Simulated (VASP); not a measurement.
# GaCo: formation energy of V on the Co site, part 2 of 5

Aim: the formation energy and local structure of V on the Co site in GaCo. The start is a cell from a database of measured crystal structures.

VASP 6.6.1, plane waves and PAW; the level of theory is named at each step.

So far. Step 2 (The host at zero pressure): The run ended after 3 ionic steps, 0.075 eV below its first step, once forces and stress met EDIFFG = -0.02. Step 3 (Relax the host again, on a new basis): The start already met the threshold, so nothing moved.

## (4) The supercell without the defect

This step: LDA, spin-polarised from a ferromagnetic start; plane waves and PAW (Ga, Co) (VASP 6.6.1).

System of this step: GaCo. Symmetry: Pm-3m, No. 221, cubic system. Conventional cell: a = 2.810 Å, b = 2.810 Å, c = 2.810 Å, α = 90.00°, β = 90.00°, γ = 90.00°. Nearest to Ga lie 8 Co at 2.43 Å. Nearest to Co lie 8 Ga at 2.43 Å. Farther neighbours are not listed.

The same cell, mesh and cutoff without the defect give the energy to subtract and, in a gapped host, the band edges to count from, so that most errors cancel.

File INCAR:

```
SYSTEM = GaCo
PREC = Normal
ENCUT = 300
EDIFF = 1E-05
NELM = 120
ISMEAR = 1
SIGMA = 0.2
LREAL = Auto
ALGO = Fast
GGA = CA
NBANDS = 139
ISPIN = 2
MAGMOM = 0 0 0 0 0 0 0 0 0 0 0 0 0 0 0 0 2 2 2 2 2 2 2 2 2 2 2 2 2 2 2 2
LASPH = .TRUE.
LMAXMIX = 4
LORBIT = 11
LWAVE = .FALSE.
LCHARG = .FALSE.
KPAR = 4
```

File POSCAR:

```
GaCo
1.0
    0.0000000000      5.6194279094      5.6194279094
    5.6194279094      0.0000000000      5.6194279094
    5.6194279094      5.6194279094      0.0000000000
Ga Co
16 16
Direct
    0.1250000000      0.1250000000      0.1250000000
    0.6250000000      0.1250000000      0.1250000000
    0.1250000000      0.6250000000      0.1250000000
    0.1250000000      0.1250000000      0.6250000000
    0.3750000000      0.3750000000      0.3750000000
    0.6250000000      0.6250000000      0.1250000000
    0.6250000000      0.1250000000      0.6250000000
    0.8750000000      0.3750000000      0.3750000000
    0.1250000000      0.6250000000      0.6250000000
    0.3750000000      0.8750000000      0.3750000000
    0.3750000000      0.3750000000      0.8750000000
    0.6250000000      0.6250000000      0.6250000000
    0.8750000000      0.8750000000      0.3750000000
    0.8750000000      0.3750000000      0.8750000000
    0.3750000000      0.8750000000      0.8750000000
    0.8750000000      0.8750000000      0.8750000000
    0.0000000000      0.0000000000      0.0000000000
    0.5000000000      0.0000000000      0.0000000000
    0.0000000000      0.5000000000      0.0000000000
    0.0000000000      0.0000000000      0.5000000000
    0.2500000000      0.2500000000      0.2500000000
    0.5000000000      0.5000000000      0.0000000000
    0.5000000000      0.0000000000      0.5000000000
    0.7500000000      0.2500000000      0.2500000000
    0.0000000000      0.5000000000      0.5000000000
    0.2500000000      0.7500000000      0.2500000000
    0.2500000000      0.2500000000      0.7500000000
    0.5000000000      0.5000000000      0.5000000000
    0.7500000000      0.7500000000      0.2500000000
    0.7500000000      0.2500000000      0.7500000000
    0.2500000000      0.7500000000      0.7500000000
    0.7500000000      0.7500000000      0.7500000000
```

File KPOINTS:

```
Automatic mesh
0
Gamma
4 4 4
0 0 0
```

PAW data sets: Ga and Co (LDA family, release 64).

The run is started by

```sh
mpirun -np 4 vasp_std
```

What it wrote:

```text
[banner, memory and clock lines left out]
running    4 mpi-ranks, on    1 nodes
 distrk:  each k-point on    1 cores,    4 groups
 distr:  one band on    1 cores,    1 groups

 POSCAR found type information on POSCAR GaCo
 POSCAR found :  2 types and      32 ions
 LDA part: xc-table for (Slater(with rela. corr.)+CA(PZ))
 , standard interpolation
 POSCAR, INCAR and KPOINTS ok, starting setup
 FFT: planning ... GRIDC
 FFT: planning ... GRID_SOFT
 FFT: planning ... GRID
 WAVECAR not read
 entering main loop
       N       E                     dE             d eps       ncg     rms          rms(c)
DAV:   1     0.115562816607E+04    0.11556E+04   -0.52705E+04  4448   0.102E+03
DAV:   2    -0.914479281100E+02   -0.12471E+04   -0.11733E+04  4454   0.292E+02
DAV:   3    -0.208698660156E+03   -0.11725E+03   -0.10361E+03  4682   0.107E+02
DAV:   4    -0.213437181504E+03   -0.47385E+01   -0.46180E+01  5274   0.222E+01
DAV:   5    -0.213552136583E+03   -0.11496E+00   -0.11462E+00  6072   0.281E+00    0.471E+01
RMM:   6    -0.225862845023E+03   -0.12311E+02   -0.23427E+02  4627   0.645E+01    0.441E+01
RMM:   7    -0.202033949072E+03    0.23829E+02   -0.85347E+01  4450   0.429E+01    0.141E+01
RMM:   8    -0.201720173899E+03    0.31378E+00   -0.13179E+00  4672   0.329E+00    0.393E+00
RMM:   9    -0.201604039283E+03    0.11613E+00   -0.22862E-01  4801   0.109E+00    0.213E+00
RMM:  10    -0.201578716041E+03    0.25323E-01   -0.64271E-02  5028   0.786E-01    0.877E-01
RMM:  11    -0.201576170725E+03    0.25453E-02   -0.23983E-02  5192   0.307E-01    0.460E-01
RMM:  12    -0.201576231426E+03   -0.60701E-04   -0.46383E-03  5744   0.159E-01    0.234E-01
RMM:  13    -0.201576414530E+03   -0.18310E-03   -0.81672E-04  5480   0.732E-02    0.563E-02
RMM:  14    -0.201576432197E+03   -0.17666E-04   -0.18450E-04  4965   0.286E-02    0.469E-02
RMM:  15    -0.201576442023E+03   -0.98264E-05   -0.31797E-05  3356   0.154E-02
   1 F= -.20157644E+03 E0= -.20157363E+03  d E =-.844648E-02  mag=     0.0069
```

It took 73 s on 4 MPI ranks of Intel Xeon 6975P-C (Granite Rapids), shared host; peak memory 1.4 GiB; 3.9 min of CPU time.

Parts of OUTCAR (step 4):

```text
  LATTYP: Found a face centered cubic cell.
 ALAT       =    11.2388558188

The static configuration has the point symmetry O_h .

 Found      8 irreducible k-points:

   k-points           NKPTS =      8   k-points in BZ     NKDIM =      8   number of bands    NBANDS=    139

   dimension x,y,z NGX =    36 NGY =   36 NGZ =   36
   dimension x,y,z NGXF=    72 NGYF=   72 NGZF=   72

   ENCUT  =  300.0 eV  22.05 Ry    4.70 a.u.  11.22 11.22 11.22*2*pi/ulx,y,z

   NELECT =     192.0000    total number of electrons

 E-fermi :   8.5176

 spin component 1
 k-point     1 :       0.0000    0.0000    0.0000
  band No.  band energies     occupation
    ...
     94       8.2056      1.02492
     95       8.2056      1.02492
     96       8.2056      1.02492
     97       8.2468      1.03332
     98       8.2468      1.03332
     99       8.6061      0.16299
    100       8.6061      0.16299
    101       8.6061      0.16299
    102       9.6337     -0.00000
    103      11.1773     -0.00000
    ...

 k-point     2 :       0.2500    0.0000    0.0000
  band No.  band energies     occupation
    ...
     94       8.0600      1.00283
     95       8.0600      1.00283
     96       8.3454      1.00406
     97       8.3454      1.00405
     98       8.3454      1.00405
     99       8.6346      0.08674
    100       8.6346      0.08673
    101       8.6346      0.08673
    102       9.8734     -0.00000
    103       9.9624     -0.00000
    ...

 k-point     3 :       0.5000    0.0000    0.0000
  band No.  band energies     occupation
    ...
     92       7.6096      1.00000
     93       7.6096      1.00000
     94       7.6096      1.00000
     95       8.3713      0.97034
     96       8.3713      0.97034
     97       8.9239     -0.00721
     98       8.9239     -0.00721
     99       8.9239     -0.00721
    100       8.9239     -0.00721
    101       8.9239     -0.00721
    ...

 k-point     4 :       0.2500    0.2500    0.0000
  band No.  band energies     occupation
    ...
     94       7.7786      1.00000
     95       8.2118      1.02634
     96       8.2408      1.03234
     97       8.3647      0.98043
     98       8.3647      0.98043
     99       8.5961      0.19452
    100       8.5961      0.19452
    101       8.7219     -0.02723
    102       9.7854     -0.00000
    103       9.7854     -0.00000
    ...

  Total        0.2784694      0.2784694      0.2784694     -0.0000000      0.0000000      0.0000000
  in kB        1.2571344      1.2571344      1.2571344     -0.0000000      0.0000000      0.0000000
  external PRESSURE =       1.2571344 kB  Pullay stress =       0.0000000 kB

  energy-cutoff  :      300.00
  volume of cell :      354.90
      direct lattice vectors                 reciprocal lattice vectors
     0.000000000  5.619427909  5.619427909    -0.088977029  0.088977029  0.088977029
     5.619427909  0.000000000  5.619427909     0.088977029 -0.088977029  0.088977029
     5.619427909  5.619427909  0.000000000     0.088977029  0.088977029 -0.088977029

 POSITION                                       TOTAL-FORCE (eV/Angst)
 -----------------------------------------------------------------------------------
      1.40486      1.40486      1.40486         0.000000     -0.000000      0.000000
      1.40486      4.21457      4.21457         0.000000      0.000000     -0.000000
      4.21457      1.40486      4.21457         0.000000      0.000000      0.000000
      4.21457      4.21457      1.40486        -0.000000     -0.000000     -0.000000
      4.21457      4.21457      4.21457         0.000000     -0.000000     -0.000000
      4.21457      4.21457      7.02428         0.000000      0.000000     -0.000000
      4.21457      7.02428      4.21457        -0.000000     -0.000000      0.000000
      4.21457      7.02428      7.02428         0.000000     -0.000000     -0.000000
      7.02428      4.21457      4.21457         0.000000     -0.000000     -0.000000
      7.02428      4.21457      7.02428         0.000000      0.000000     -0.000000
      7.02428      7.02428      4.21457         0.000000      0.000000     -0.000000
      7.02428      7.02428      7.02428         0.000000     -0.000000     -0.000000
      7.02428      7.02428      9.83400         0.000000      0.000000      0.000000
      7.02428      9.83400      7.02428        -0.000000      0.000000      0.000000
      9.83400      7.02428      7.02428         0.000000      0.000000     -0.000000
      9.83400      9.83400      9.83400         0.000000      0.000000     -0.000000
      0.00000      0.00000      0.00000        -0.000000     -0.000000     -0.000000
      0.00000      2.80971      2.80971         0.000000      0.000000      0.000000
      2.80971      0.00000      2.80971        -0.000000      0.000000      0.000000
      2.80971      2.80971      0.00000        -0.000000      0.000000     -0.000000
      2.80971      2.80971      2.80971        -0.000000     -0.000000     -0.000000
      2.80971      2.80971      5.61943        -0.000000      0.000000     -0.000000
      2.80971      5.61943      2.80971         0.000000     -0.000000      0.000000
      2.80971      5.61943      5.61943        -0.000000      0.000000     -0.000000
      5.61943      2.80971      2.80971         0.000000      0.000000      0.000000
      5.61943      2.80971      5.61943         0.000000     -0.000000     -0.000000
      5.61943      5.61943      2.80971         0.000000     -0.000000     -0.000000
      5.61943      5.61943      5.61943         0.000000     -0.000000     -0.000000
      5.61943      5.61943      8.42914         0.000000      0.000000      0.000000
      5.61943      8.42914      5.61943        -0.000000      0.000000     -0.000000
      8.42914      5.61943      5.61943        -0.000000     -0.000000     -0.000000
      8.42914      8.42914      8.42914         0.000000      0.000000      0.000000
 -----------------------------------------------------------------------------------
    total drift:                                0.000000      0.000000      0.000000

  FREE ENERGIE OF THE ION-ELECTRON SYSTEM (eV)
  ---------------------------------------------------
  free  energy   TOTEN  =      -201.5764420233 eV

  energy  without entropy=     -201.5679955451  energy(sigma->0) =     -201.57362653

 total charge
# of ion       s       p       d       tot
------------------------------------------
    1        1.104   1.480   0.267   2.851
    2        1.104   1.480   0.267   2.851
    3        1.104   1.480   0.267   2.851
    4        1.104   1.480   0.267   2.851
    5        1.104   1.480   0.267   2.851
    6        1.104   1.480   0.267   2.851
    7        1.104   1.480   0.267   2.851
    8        1.104   1.480   0.267   2.851
    9        1.104   1.480   0.267   2.851
   10        1.104   1.480   0.267   2.851
   11        1.104   1.480   0.267   2.851
   12        1.104   1.480   0.267   2.851
   13        1.104   1.480   0.267   2.851
   14        1.104   1.480   0.267   2.851
   15        1.104   1.480   0.267   2.851
   16        1.104   1.480   0.267   2.851
   17        0.412   0.498   7.575   8.484
   18        0.412   0.498   7.575   8.484
   19        0.412   0.498   7.575   8.484
   20        0.412   0.498   7.575   8.484
   21        0.412   0.498   7.575   8.484
   22        0.412   0.498   7.575   8.484
   23        0.412   0.498   7.575   8.484
   24        0.412   0.498   7.575   8.484
   25        0.412   0.498   7.575   8.484
   26        0.412   0.498   7.575   8.484
   27        0.412   0.498   7.575   8.484
   28        0.412   0.498   7.575   8.484
   29        0.412   0.498   7.575   8.484
   30        0.412   0.498   7.575   8.484
   31        0.412   0.498   7.575   8.484
   32        0.412   0.498   7.575   8.484
--------------------------------------------------
tot         24.256  31.644 125.472 181.371

 magnetization (x)
# of ion       s       p       d       tot
------------------------------------------
    1       -0.000  -0.000  -0.000  -0.000
    2       -0.000  -0.000  -0.000  -0.000
    3       -0.000  -0.000  -0.000  -0.000
    4       -0.000  -0.000  -0.000  -0.000
    5       -0.000  -0.000  -0.000  -0.000
    6       -0.000  -0.000  -0.000  -0.000
    7       -0.000  -0.000  -0.000  -0.000
    8       -0.000  -0.000  -0.000  -0.000
    9       -0.000  -0.000  -0.000  -0.000
   10       -0.000  -0.000  -0.000  -0.000
   11       -0.000  -0.000  -0.000  -0.000
   12       -0.000  -0.000  -0.000  -0.000
   13       -0.000  -0.000  -0.000  -0.000
   14       -0.000  -0.000  -0.000  -0.000
   15       -0.000  -0.000  -0.000  -0.000
   16       -0.000  -0.000  -0.000  -0.000
   17        0.000  -0.000   0.003   0.003
   18        0.000  -0.000   0.003   0.003
   19        0.000  -0.000   0.003   0.003
   20        0.000  -0.000   0.003   0.003
   21        0.000  -0.000   0.003   0.003
   22        0.000  -0.000   0.003   0.003
   23        0.000  -0.000   0.003   0.003
   24        0.000  -0.000   0.003   0.003
   25        0.000  -0.000   0.003   0.003
   26        0.000  -0.000   0.003   0.003
   27        0.000  -0.000   0.003   0.003
   28        0.000  -0.000   0.003   0.003
   29        0.000  -0.000   0.003   0.003
   30        0.000  -0.000   0.003   0.003
   31        0.000  -0.000   0.003   0.003
   32        0.000  -0.000   0.003   0.003
--------------------------------------------------
tot         -0.000  -0.002   0.039   0.037

[... 1 part as in an earlier step ...]

[... 11 further parts left out ...]
```

This step gave:

```
electronic cycles                                 : 15
electrons                                         : 192
free energy (TOTEN)                               : -201.5764 eV
energy at zero smearing                           : -201.5736 eV
Fermi energy                                      : 8.518 eV
moment of the cell, from the last line of the log : 0.0069 μB
```

Spin moment in the PAW sphere by element, in μB:

```tsv
element	atoms	mean	spread (r.m.s.)	least	largest
Ga	16	0.0000	0.0000	0.0000	0.0000
Co	16	0.0030	0.0000	0.0030	0.0030
```

The atoms farthest from the mean of their element:

```tsv
atom	x, y, z (Å)	spin moment in the PAW sphere (μB)
Ga1	1.40, 1.40, 1.40	0.0000
Ga2	1.40, 4.21, 4.21	0.0000
Ga3	4.21, 1.40, 4.21	0.0000
Ga4	4.21, 4.21, 1.40	0.0000
Ga5	4.21, 4.21, 4.21	0.0000
Ga6	4.21, 4.21, 7.02	0.0000
Ga7	4.21, 7.02, 4.21	0.0000
Ga8	4.21, 7.02, 7.02	0.0000
```

The total moment is the log's last value; OUTCAR's line is one cycle older.

The host is treated as a metal, as its relaxation found a gap under 0.3 eV or none, and only the neutral defect is run.

(Continued in part 3 of 5.)

[Lines on the potential files, build, host, timing and source positions are cut from VASP's logs without a mark.]

[Logs are printed without paths, hosts, clocks, repeated set-up lines and the standing remarks that a program may print on its own settings, such as how far it seeks lower states.]

[Hosts, paths, dates, database ids (printed as entryN), source tags and the programs' standing remarks are cut or masked in the printed files.]

[In band tables of VASP the shares of atoms and orbitals are scaled to a sum of 1 inside the atoms' spheres.]

[Runs that stopped without an error message from VASP are left out.]
